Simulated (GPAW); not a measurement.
## NaI (Fm-3m): one start, several treatments of the self-energy

Wanted: the gap of NaI (Fm-3m) under several approximations, with cost.

Program: GPAW 26.7.0. Level of theory: LDA and many-body steps on it, plane waves. Results are calculated unless marked as measured.

## 1. The starting structure

The structure is cubic, space group Fm-3m (No. 225). Conventional cell: a = 6.473 Å, b = 6.473 Å, c = 6.473 Å, α = 90.00°, β = 90.00°, γ = 90.00°. Nearest to Na lie 6 I at 3.24 Å. Nearest to I lie 6 Na at 3.24 Å. Farther neighbours and most contacts between anions are not listed.

Structure file:

```cif
data_structure
_symmetry_space_group_name_H-M 'Fm-3m'
_symmetry_Int_Tables_number 225
_cell_length_a 6.4728
_cell_length_b 6.4728
_cell_length_c 6.4728
_cell_angle_alpha 90.000
_cell_angle_beta 90.000
_cell_angle_gamma 90.000
_cell_volume 271.19
loop_
_atom_site_label
_atom_site_type_symbol
_atom_site_symmetry_multiplicity
_atom_site_Wyckoff_symbol
_atom_site_fract_x
_atom_site_fract_y
_atom_site_fract_z
_atom_site_occupancy
Na1 Na 4 a 0.00000 0.00000 0.00000 1
I1 I 4 b 0.50000 0.00000 0.00000 1
```

The cell and positions come from the Crystallography Open Database and are kept as given unless a step says otherwise. Spin-orbit coupling is left out unless a step names it.

## 2. Empty states on the mesh, 4×4×4 mesh, 445 bands

This step: GPAW 26.7.0; DFT, LDA, plane waves, PAW.

The sums over transitions need many empty states on a uniform mesh; this step solves for them.

run.py

```python
import json
import numpy as np
from gpaw.mpi import world
from gpaw import GPAW

calc = GPAW('gs.gpw').fixed_density(kpts={'size': (4, 4, 4), 'gamma': True},
    parallel={'domain': 1, 'band': 1},
    txt='nscf.txt')
calc.diagonalize_full_hamiltonian(nbands=445)
calc.write('full.gpw', mode='all')
res = {}
kpts = calc.get_ibz_k_points()
res['kpts'] = kpts
res['eigenvalues'] = [calc.get_eigenvalues(kpt=k) for k in range(len(kpts))]
res['n_electrons'] = calc.get_number_of_electrons()

if world.rank == 0:
    with open('result.json', 'w') as f:
        json.dump(res, f, default=lambda x: x.tolist())
```

Started as:

```
$ mpirun -n 4 gpaw python run.py
```

Numbers of over 12 decimals in the logs are rounded to 6 here.

Log:

```text
Diagonalizing LCAO Hamiltonian
Converting LCAO to pw mode
convergence criteria:
- Maximum integral of absolute [eigenst]ate change: 4e-08 eV^2 / valence electron
maximum number of iterations: 100

SCF iterations
|iter     |     time |      energy | eigst |  dens |
|iter:   1|  |             | +0.64 |       |
|iter:   2|  |             | +0.08 |       |
|iter:   3|  |             | -1.14 |       |
|iter:   4|  |             | -3.12 |       |
|iter:   5|  |             | -5.28 |       |
|iter:   6|  |             | -7.09 |       |
|iter:   7|  |             | -8.16c|       |
SCF steps: 7
  __  _  _
 | _ |_)|_||  |
 |__||  | ||/\| - 26.7.0

Input parameters:
  mode=PW(ecut=450.000000),
  convergence={'density': 1e-06, 'bands': -3},
  gpts=array([24, 24, 24]),
  kpts=MonkhorstPack(size=(4, 4, 4), gamma=True),
  maxiter=100,
  nbands=14,
  occupations=Occupations(name='fermi-dirac', width=0.001, fixmagmom=False),
  parallel={'domain': 1, 'band': 1},
  xc=XC(name='LDA')
Matrix size: 1475x1475
# Writing to full.gpw (mode='all')
  [... matrices ...]

timing:  # [seconds]
  Total: 6.507  # ━━━━━━━━━━━━━━━━━━━━━━━━━━━━━━━━━━━━━━━━━━━━━━━━━━━━━━━━━━━
```

The job ended after 9.2 s (4 MPI ranks of Arm Neoverse V2, shared host; peak memory 1.4 GiB).

Numbers from this step:

```
gap                                                           : 3.345 eV
k of the valence top                                          : 0, 0, 0
k of the conduction bottom                                    : 0, 0, 0
least direct gap                                              : 3.345 eV
k points computed                                             : 8
lowest point of the top converged band, above the valence top : 193.9935 eV
```

On this mesh the gap is 3.345 eV.

## 3. G0W0, Godby-Needs plasmon pole

G0W0 replaces the xc potential by the self-energy, built once from these orbitals. Only a window of levels is corrected, while the sums run over the empty bands that the input names.

This step: G0W0 on LDA, plane waves, PAW.

run.py

```python
import json
import numpy as np
from gpaw.mpi import world
from gpaw.response.g0w0 import G0W0

gw = G0W0('full.gpw',
    filename='gw',
    kpts=[0],
    bands=(5, 9),
    ecut=120,
    nbands=202,
    integrate_gamma='WS',
    ppa=True)
gw.calculate()
res = {mode: {k: v for k, v in r.items() if k != 'sigma_eskwn'}
       for mode, r in gw.all_results.items()}

if world.rank == 0:
    with open('result.json', 'w') as f:
        json.dump(res, f, default=lambda x: x.tolist())
```

Started as:

```
$ mpirun -n 4 gpaw python run.py
```

Log:

```text
Using integrator: PointIntegrator
FrequencyGridDescriptor(from 0.000+0.000j to 0.000+27.211j eV, 2 points)
Nonperiodic BCs:  [False False False]
Using integrator: PointIntegrator
FrequencyGridDescriptor(from 0.000+0.000j to 0.000+27.211j eV, 2 points)
Nonperiodic BCs:  [False False False]
  ___  _ _ _
 |   || | | |
 | | || | | |
 |__ ||_____|
 |___|

BZ k-points: Symmetries present (total): 48

  [... matrices ...]
64 k-points: 4 x 4 x 4 Monkhorst-Pack grid + [1/8,1/8,1/8]
8 k-points in the irreducible part of the Brillouin zone
       k-points in crystal coordinates                weights
   0:     0.00000000    0.00000000    0.00000000          1/64
   1:     0.25000000    0.25000000    0.00000000          6/64
   2:     0.25000000    0.25000000    0.25000000          8/64
   3:     0.50000000    0.25000000   -0.25000000          6/64
   4:     0.50000000    0.25000000    0.25000000         12/64
   5:     0.50000000    0.50000000    0.00000000          3/64
   6:     0.50000000    0.50000000    0.25000000         24/64
   7:     0.50000000    0.50000000    0.50000000          4/64

Distributing spins, k-points and bands (1 x 1 x 4) over 4 processes
Number of blocks: 1

Quasi particle states:
k-points (IBZ indices): [0]
Band range: (5, 9)
  [... matrices ...]
Computational parameters:
Plane wave cut-off: 120 eV
Number of bands: 202
Coulomb cutoff: None
Broadening: 0.1 eV

fxc modes: GW
Kernel: RPA
Using Godby-Needs plasmon-pole approximation:
  Fitting energy: i*E0, E0 = 1.000 Hartree
Summing all q:

Calculating screened Coulomb potential
No Coulomb truncation
FrequencyGridDescriptor(from 0.000+0.000j to 0.000+27.211j eV, 2 points)
Removing empty qpoint cache files...

Calculating chi0 body with:
    Ground state adapter containing:
    Number of spins: 1
    Number of kpoints: 64
    Number of irreducible kpoints: 8
    Number of completely occupied states: 7
    Number of partially occupied states: 7
    Occupied states memory: 1.4765625 M / cpu

    Linear response parametrization:
    q_c: [0.0, 0.0, 0.0]
    Number of frequency points: 2
    Planewave cutoff: 120.0
    Number of bands: 202
    Number of planewaves: 181
    Broadening (eta): 1e-06
    comm.size: 4
    kncomm.size: 4
    blockcomm.size: 1

    Memory estimate of potentially large arrays:
        chi0_wGG: 0.999786 M / cpu
Integrating chi0 body.

Symmetries of q_c:
    Direct symmetries (Uq -> q): 48
    Indirect symmetries (TUq -> q): 0
In total 48 allowed symmetries.

  [... matrices ...]
8 groups of equivalent kpoints. 87.5% reduction.

Integral kind: response function
Integrating chi0 head and wings.

Symmetries of q_c:
    Direct symmetries (Uq -> q): 48
    Indirect symmetries (TUq -> q): 0
In total 48 allowed symmetries.

  [... matrices ...]
8 groups of equivalent kpoints. 87.5% reduction.

Integral kind: response function wings

Calculating chi0 body with:
    Ground state adapter containing:
    Number of spins: 1
    Number of kpoints: 64
    Number of irreducible kpoints: 8
    Number of completely occupied states: 7
    Number of partially occupied states: 7
    Occupied states memory: 1.4765625 M / cpu

    Linear response parametrization:
[... the further q-points ...]

Results:
f:      Occupation numbers
eps:     KS-eigenvalues [eV]
vxc:     KS vxc [eV]
exx:     Exact exchange [eV]
sigma:   Self-energies [eV]
dsigma:  Self-energy derivatives
Z:       Renormalization factors
qp:      QP-energies [eV]

k-point 0 (0): (0.000, 0.000, 0.000)                GW
band       f     eps     vxc     exx   sigma  dsigma       Z      qp
                                                                   GW
   5   1.000   0.450 -14.843 -17.553   1.310  -0.237   0.808  -0.681
   6   1.000   0.450 -14.843 -17.553   1.310  -0.237   0.808  -0.681
   7   0.000   3.795  -9.635  -5.434  -3.030  -0.188   0.842   4.780
   8   0.000   8.289  -8.164  -3.700  -3.445  -0.204   0.831   9.136
```

Elapsed: 36 s, on 4 MPI ranks; peak memory 1.2 GiB.

This step gave:

```yaml
g0w0_gap_on_the_points_computed: 5.461 eV
least_direct_g0w0_gap_on_the_computed_points: 5.461 eV
z_at_the_valence_top: 0.8084
z_at_the_conduction_bottom: 0.8420
starting_gap_on_the_mesh: 3.345 eV
k_of_the_valence_top: 0, 0, 0
k_of_the_conduction_bottom: 0, 0, 0
```

The gap on the mesh goes from 3.34 eV to 5.46 eV, a correction of +2.12 eV.

## 4. One-shot HSE06

This step: one-shot HSE06 levels on LDA orbitals, plane waves, PAW.

run.py

```python
import json
import numpy as np
from gpaw.mpi import world
from gpaw.hybrids.eigenvalues import non_self_consistent_eigenvalues

dft, vxc, vxc_hyb = non_self_consistent_eigenvalues('full.gpw', 'HSE06', 5, 9, kpt_indices=[0])
res = {'dft': dft[0], 'hybrid': (dft - vxc + vxc_hyb)[0]}
if world.rank == 0:
    with open('hybrid.txt', 'w') as f:
        for k, e0, e1 in zip([0], res['dft'], res['hybrid']):
            print(k, ' '.join(f'{x:9.4f}' for x in e0), '|', ' '.join(f'{x:9.4f}' for x in e1), file=f)

if world.rank == 0:
    with open('result.json', 'w') as f:
        json.dump(res, f, default=lambda x: x.tolist())
```

Started as:

```
$ mpirun -n 4 gpaw python run.py
```

Log:

```text
IBZ(<points: 8, symmetries: 48>)
Occupied bands: 7
Transforming wave functions from IBZ to BZ: 0.015 seconds
Distributing wave functions and iFFT-ing to real space: 0.105 seconds
Calculating eigenvalues:
  k-points: 1
  Bands: 5-8 (inclusive)
  Seconds: 0.128 (wave-function broadcasting: 0.003 seconds)
HSE06-eigenvalue shifts:
  min: -0.407 eV
  ave: 0.153 eV
  max: 0.755 eV
```

Wall time 2.5 s (4 MPI ranks); peak memory 0.77 GiB; 9.5 s of CPU time.

This step gave:

| Item | Value |
| --- | --- |
| starting gap on the mesh | 3.345 eV |
| hybrid gap on the mesh | 4.506 eV |
| least direct hybrid gap on the computed points | 4.506 eV |

## 5. G0W0, extrapolated in the cutoff

This step: G0W0 on LDA, plane waves, PAW.

run.py

```python
import json
import numpy as np
from gpaw.mpi import world
from gpaw.response.g0w0 import G0W0

gw = G0W0('full.gpw',
    filename='gw',
    kpts=[0],
    bands=(5, 9),
    ecut=200.0,
    integrate_gamma='WS',
    ppa=True,
    ecut_extrapolation=True)
gw.calculate()
res = {mode: {k: v for k, v in r.items() if k != 'sigma_eskwn'}
       for mode, r in gw.all_results.items()}

if world.rank == 0:
    with open('result.json', 'w') as f:
        json.dump(res, f, default=lambda x: x.tolist())
```

Started as:

```
$ mpirun -n 4 gpaw python run.py
```

Log:

```text
Using integrator: PointIntegrator
FrequencyGridDescriptor(from 0.000+0.000j to 0.000+27.211j eV, 2 points)
Nonperiodic BCs:  [False False False]
Using integrator: PointIntegrator
FrequencyGridDescriptor(from 0.000+0.000j to 0.000+27.211j eV, 2 points)
Nonperiodic BCs:  [False False False]
  ___  _ _ _
 |   || | | |
 | | || | | |
 |__ ||_____|
 |___|

BZ k-points: Symmetries present (total): 48

  [... matrices ...]
64 k-points: 4 x 4 x 4 Monkhorst-Pack grid + [1/8,1/8,1/8]
8 k-points in the irreducible part of the Brillouin zone
       k-points in crystal coordinates                weights
   0:     0.00000000    0.00000000    0.00000000          1/64
   1:     0.25000000    0.25000000    0.00000000          6/64
   2:     0.25000000    0.25000000    0.25000000          8/64
[...]
6:     0.50000000    0.50000000    0.25000000         24/64
   7:     0.50000000    0.50000000    0.50000000          4/64

Distributing spins, k-points and bands (1 x 1 x 4) over 4 processes
Number of blocks: 1

Quasi particle states:
k-points (IBZ indices): [0]
Band range: (5, 9)
  [... matrices ...]
Computational parameters:
Extrapolating to infinite plane wave cut-off using points at:
  172.355 eV
  184.896 eV
  200.000 eV
Number of bands: 435
Coulomb cutoff: None
Broadening: 0.1 eV

fxc modes: GW
Kernel: RPA
Using Godby-Needs plasmon-pole approximation:
  Fitting energy: i*E0, E0 = 1.000 Hartree
Summing all q:

Calculating screened Coulomb potential
No Coulomb truncation
FrequencyGridDescriptor(from 0.000+0.000j to 0.000+27.211j eV, 2 points)
Removing empty qpoint cache files...

Calculating chi0 body with:
    Ground state adapter containing:
    Number of spins: 1
    Number of kpoints: 64
    Number of irreducible kpoints: 8
    Number of completely occupied states: 7
    Number of partially occupied states: 7
    Occupied states memory: 1.4765625 M / cpu

    Linear response parametrization:
    q_c: [0.0, 0.0, 0.0]
    Number of frequency points: 2
    Planewave cutoff: 200.0
    Number of bands: 435
    Number of planewaves: 411
    Broadening (eta): 1e-06
    comm.size: 4
    kncomm.size: 4
    blockcomm.size: 1

    Memory estimate of potentially large arrays:
        chi0_wGG: 5.155060 M / cpu
Integrating chi0 body.

Symmetries of q_c:
    Direct symmetries (Uq -> q): 48
    Indirect symmetries (TUq -> q): 0
In total 48 allowed symmetries.

  [... matrices ...]
8 groups of equivalent kpoints. 87.5% reduction.

Integral kind: response function
Integrating chi0 head and wings.

Symmetries of q_c:
    Direct symmetries (Uq -> q): 48
    Indirect symmetries (TUq -> q): 0
In total 48 allowed symmetries.

  [... matrices ...]
8 groups of equivalent kpoints. 87.5% reduction.

Integral kind: response function wings

Calculating chi0 body with:
    Ground state adapter containing:
    Number of spins: 1
    Number of kpoints: 64
    Number of irreducible kpoints: 8
    Number of completely occupied states: 7
    Number of partially occupied states: 7
    Occupied states memory: 1.4765625 M / cpu

    Linear response parametrization:
[... the further q-points ...]
Extrapolating selfenergy to infinite energy cutoff:
  Performing linear fit to 3 points
  Minimum R^2 = 0.9877. (R^2 Should be close to 1)
  [... matrices ...]
Results:
f:      Occupation numbers
eps:     KS-eigenvalues [eV]
vxc:     KS vxc [eV]
exx:     Exact exchange [eV]
sigma:   Self-energies [eV]
dsigma:  Self-energy derivatives
Z:       Renormalization factors
qp:      QP-energies [eV]

k-point 0 (0): (0.000, 0.000, 0.000)                GW
band       f     eps     vxc     exx   sigma  dsigma       Z      qp
                                                                   GW
   5   1.000   0.450 -14.843 -17.553   1.039  -0.239   0.807  -0.898
   6   1.000   0.450 -14.843 -17.553   1.039  -0.239   0.807  -0.898
   7   0.000   3.795  -9.635  -5.434  -3.145  -0.188   0.841   4.683
   8   0.000   8.289  -8.164  -3.700  -3.524  -0.181   0.847   9.085
```

The job ended after 5.9 min (4 MPI ranks; peak memory 1.7 GiB; 24 min of CPU time).

This step gave:

```
quasiparticle gap on the points computed              : 5.581 eV
least direct quasiparticle gap on the computed points : 5.581 eV
Z at the valence top                                  : 0.8070
Z at the conduction bottom                            : 0.8415
starting gap on the mesh                              : 3.345 eV
k of the valence top                                  : 0, 0, 0
k of the conduction bottom                            : 0, 0, 0
gaps at the cutoffs of the extrapolation              : 5.511, 5.518, 5.525 eV
```

Against G0W0 in GPAW (4×4×4 mesh, 202 bands, screening to 120 eV, Godby-Needs plasmon pole), the gap moves by +0.120 eV.

## 6. One-shot PBE0

This step: one-shot PBE0 levels on LDA orbitals, plane waves, PAW.

run.py

```python
import json
import numpy as np
from gpaw.mpi import world
from gpaw.hybrids.eigenvalues import non_self_consistent_eigenvalues

dft, vxc, vxc_hyb = non_self_consistent_eigenvalues('full.gpw', 'PBE0', 5, 9, kpt_indices=[0])
res = {'dft': dft[0], 'hybrid': (dft - vxc + vxc_hyb)[0]}
if world.rank == 0:
    with open('hybrid.txt', 'w') as f:
        for k, e0, e1 in zip([0], res['dft'], res['hybrid']):
            print(k, ' '.join(f'{x:9.4f}' for x in e0), '|', ' '.join(f'{x:9.4f}' for x in e1), file=f)

if world.rank == 0:
    with open('result.json', 'w') as f:
        json.dump(res, f, default=lambda x: x.tolist())
```

Started as:

```
$ mpirun -n 4 gpaw python run.py
```

Log:

```text
IBZ(<points: 8, symmetries: 48>)
Occupied bands: 7
Transforming wave functions from IBZ to BZ: 0.015 seconds
Distributing wave functions and iFFT-ing to real space: 0.085 seconds
Calculating eigenvalues:
  k-points: 1
  Bands: 5-8 (inclusive)
  Seconds: 0.214 (wave-function broadcasting: 0.003 seconds)
HSE06-eigenvalue shifts:
  min: -0.847 eV
  ave: 0.108 eV
  max: 1.080 eV
```

The job ended after 2.5 s (4 MPI ranks; peak memory 0.77 GiB).

This step gave:

```
starting gap on the mesh                       : 3.345 eV
hybrid gap on the mesh                         : 5.272 eV
least direct hybrid gap on the computed points : 5.272 eV
```

## 7. G0W0, full frequency, Hilbert transform

This step: G0W0 on LDA, plane waves, PAW.

run.py

```python
import json
import numpy as np
from gpaw.mpi import world
from gpaw.response.g0w0 import G0W0

gw = G0W0('full.gpw',
    filename='gw',
    kpts=[0],
    bands=(5, 9),
    ecut=120,
    nbands=202,
    integrate_gamma='WS',
    frequencies={'type': 'nonlinear', 'domega0': 0.1, 'omega2': 15.0},
    eta=0.1,
    nblocksmax=True)
gw.calculate()
res = {mode: {k: v for k, v in r.items() if k != 'sigma_eskwn'}
       for mode, r in gw.all_results.items()}

if world.rank == 0:
    with open('result.json', 'w') as f:
        json.dump(res, f, default=lambda x: x.tolist())
```

Started as:

```
$ mpirun -n 4 gpaw python run.py
```

Log:

```text
Using integrator: PointIntegrator
NonLinearFrequencyDescriptor(from 0.000 to 140.687 eV, 289 points)
Nonperiodic BCs:  [False False False]
Using integrator: PointIntegrator
NonLinearFrequencyDescriptor(from 0.000 to 140.687 eV, 289 points)
Nonperiodic BCs:  [False False False]
  ___  _ _ _
 |   || | | |
 | | || | | |
 |__ ||_____|
 |___|

BZ k-points: Symmetries present (total): 48

  [... matrices ...]
64 k-points: 4 x 4 x 4 Monkhorst-Pack grid + [1/8,1/8,1/8]
8 k-points in the irreducible part of the Brillouin zone
       k-points in crystal coordinates                weights
[...]
Results:
f:      Occupation numbers
eps:     KS-eigenvalues [eV]
vxc:     KS vxc [eV]
exx:     Exact exchange [eV]
sigma:   Self-energies [eV]
dsigma:  Self-energy derivatives
Z:       Renormalization factors
qp:      QP-energies [eV]

k-point 0 (0): (0.000, 0.000, 0.000)                GW
band       f     eps     vxc     exx   sigma  dsigma       Z      qp
                                                                   GW
   5   1.000   0.450 -14.843 -17.553   1.292  -0.244   0.804  -0.690
   6   1.000   0.450 -14.843 -17.553   1.292  -0.244   0.804  -0.690
   7   0.000   3.795  -9.635  -5.434  -2.997  -0.200   0.833   4.798
   8   0.000   8.289  -8.164  -3.700  -3.424  -0.222   0.818   9.140
```

The job ended after 83 s (4 MPI ranks; peak memory 1.9 GiB).

Numbers from this step:

| Property | Result |
| --- | --- |
| G0W0 gap on the points computed | 5.488 eV |
| least direct G0W0 gap on the computed points | 5.488 eV |
| starting gap on the mesh | 3.345 eV |
| k of the valence top | 0, 0, 0 |
| k of the conduction bottom | 0, 0, 0 |

Against G0W0 in GPAW (4×4×4 mesh, 202 bands, screening to 120 eV, Godby-Needs plasmon pole), the gap moves by +0.027 eV.

## 8. Side by side

Times are wall times on 4 MPI ranks of Arm Neoverse V2, shared host, good to a factor of about two.

```tsv
run	mesh	bands	screening cutoff (eV)	DFT gap (eV)	gap on the mesh (eV)	direct (eV)	time
G0W0, Godby-Needs plasmon pole	4×4×4	202	120	3.345	5.461	5.461	36 s
one-shot HSE06	4×4×4	-	-	3.345	4.506	4.506	2.5 s
G0W0, extrapolated in the cutoff	4×4×4	-	200	3.345	5.581	5.581	5.9 min
one-shot PBE0	4×4×4	-	-	3.345	5.272	5.272	2.5 s
G0W0, full frequency, Hilbert transform	4×4×4	202	120	3.345	5.488	5.488	83 s
```

## 9. Outcome

```json
{
 "G0W0, Godby-Needs plasmon pole": "5.461 eV",
 "one-shot HSE06": "4.506 eV",
 "G0W0, extrapolated in the cutoff": "5.581 eV",
 "one-shot PBE0": "5.272 eV",
 "G0W0, full frequency, Hilbert transform": "5.488 eV",
 "known limits": "not at the basis limit; no spin-orbit coupling"
}
```

In words: One-shot HSE06: −0.955 eV against G0W0, Godby-Needs plasmon pole. G0W0, extrapolated in the cutoff: +0.120 eV against G0W0, Godby-Needs plasmon pole, at other bands or cutoff, so not like for like. One-shot PBE0: −0.189 eV against G0W0, Godby-Needs plasmon pole. G0W0, full frequency, Hilbert transform: +0.027 eV against G0W0, Godby-Needs plasmon pole. One-shot hybrid levels are evaluated on the LDA orbitals. Bands and cutoff are finite, so the gap is not at the basis limit. The miss can reach some tenths of an eV and take either sign; the mesh is an error of its own. These stock PAW sets were not made for GW; the filled d or f shell of I lies in the frozen core, which bears on start and correction. In the G0W0 runs levels were corrected at 1 k point alone, so a gap called «on the mesh» is the least over those, and an edge elsewhere would be missed. The many-body steps are scalar-relativistic: spin-orbit coupling is not in them.

[Paths, hosts, dates, memory and timing lines, banners, echoed tables and standing remarks are left out of the program output.]

[Logs are printed without paths, hosts, clocks, repeated set-up lines and the standing remarks that a program may print on its own settings, such as how far it seeks lower states.]

[Runs of the session that timed out or met a known fault of the program may be left out.]

[Hosts, paths, dates, database ids (printed as entryN), source tags and the programs' standing remarks are cut or masked in the printed files.]
